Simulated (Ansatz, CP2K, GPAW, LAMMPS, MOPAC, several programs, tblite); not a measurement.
# SiO₂ (anatase) from semi-empirical methods to plane-wave DFT

SiO₂ built on the anatase prototype, relaxed with r2SCAN in Ansatz, was computed with several methods. The symmetry is I4_1/amd (No. 141, tetragonal); a = 3.490 Å, c = 8.406 Å in the conventional setting, 8.53 Å³ an atom. Si is surrounded by 6 O at 1.76–1.78 Å; O is surrounded by 3 Si at 1.76–1.78 Å. The structure was generated, not taken from experiment, and needn't be the ground state; spin polarisation is off.

```cif
data_structure
_symmetry_space_group_name_H-M 'P 1'
_symmetry_Int_Tables_number 1
_cell_length_a 4.8739
_cell_length_b 4.8739
_cell_length_c 4.8739
_cell_angle_alpha 138.045
_cell_angle_beta 138.045
_cell_angle_gamma 60.835
_cell_volume 51.19
loop_
_atom_site_label
_atom_site_type_symbol
_atom_site_fract_x
_atom_site_fract_y
_atom_site_fract_z
_atom_site_occupancy
Si1 Si 0.75000 0.25000 0.50000 1
Si2 Si 0.00000 0.00000 0.00000 1
O1 O 0.54095 0.04095 0.50000 1
O2 O 0.79095 0.79095 0.00000 1
O3 O 0.20905 0.20905 0.00000 1
O4 O 0.95905 0.45905 0.50000 1
```

Gaps and times are for a single point on this cell; volume and bulk modulus come from each method's own relaxation or energy curve at fixed shape, which is too stiff where a cell has free coordinates or axes. Times are rough, from shared hosts (AMD EPYC 7571), and each method has its own mesh and cell size. A double dagger marks a value from a curve with shape and coordinates held. A star marks a curve whose lowest point is an end point. PM6 (MOPAC), PM7 (MOPAC), GFN1-xTB (tblite), GFN2-xTB (tblite) treat a cluster of cells at its zone centre, which samples few k points: where these miss a band edge, the gap comes out too large for that reason alone. Gaps from k meshes are read at a limited set of points (mesh, symmetry points, PBE's band edges), so each method's own least gap may be somewhat smaller. Force fields have no electrons; where one was fitted to this phase, its volume and modulus reflect the fit. xTB and the PM methods were fitted mostly to molecules, and can miss a solid's gap by electronvolts. Minimal bases can be far off for gaps. GLLB-SC's gap includes the derivative discontinuity. d marks a direct gap, i an indirect one (no mark: not told apart), a dash a value that wasn't computed or didn't pass its checks.

```csv
method,kind,gap (eV),own volume (Å³/atom),bulk modulus (GPa),atoms computed,processor time
SiO.1997.vashishta (LAMMPS),force field,–,–,–,6,0.27 s
SiO.tersoff (LAMMPS),force field,–,–,–,6,0.3 s
light PBE (260 eV and a coarse mesh),light plane-wave,6.11 i,–,–,6,2.7 s
GFN1-xTB (tblite),tight binding,7.41,9.43*‡,242*‡,108,17 s
PBE,semilocal,6.30 i,8.83,268‡,6,23 s
PM7 (MOPAC),semi-empirical,7.31,8.73‡,427‡,108,37 s
GFN2-xTB (tblite),tight binding,7.96,–,–,108,45 s
r2SCAN,semilocal,7.20 i,8.53,302‡,6,50 s
PM6 (MOPAC),semi-empirical,7.44,–,–,108,57 s
PBE/SZV (CP2K),small basis,5.62 i,–,–,6,91 s
GLLB-SC (GPAW),model potential,9.44,–,–,6,110 s
PBE/DZVP (CP2K),small basis,6.28 i,8.81‡,263‡,6,3.5 min
```

Against r2SCAN (7.20 eV) and with closed or daggered gaps left aside, the nearest gap at the points sampled is that of PM7 (MOPAC) (+0.11 eV) and the farthest that of GLLB-SC (GPAW) (+2.24 eV). r2SCAN is only a yardstick of convenience: semilocal gaps usually lie below measured ones, which GLLB-SC and hybrids aim to mend.

Volumes against r2SCAN's: PBE +3.5 %.

Runs without a result: SiO.1997.vashishta (LAMMPS) (relaxation), SiO.tersoff (LAMMPS) (relaxation), non-self-consistent DFTB (CP2K) (single point).

Relaxed on its own, the cell leaves this structure with SiO.1997.vashishta (LAMMPS), SiO.tersoff (LAMMPS), so no volume is listed.
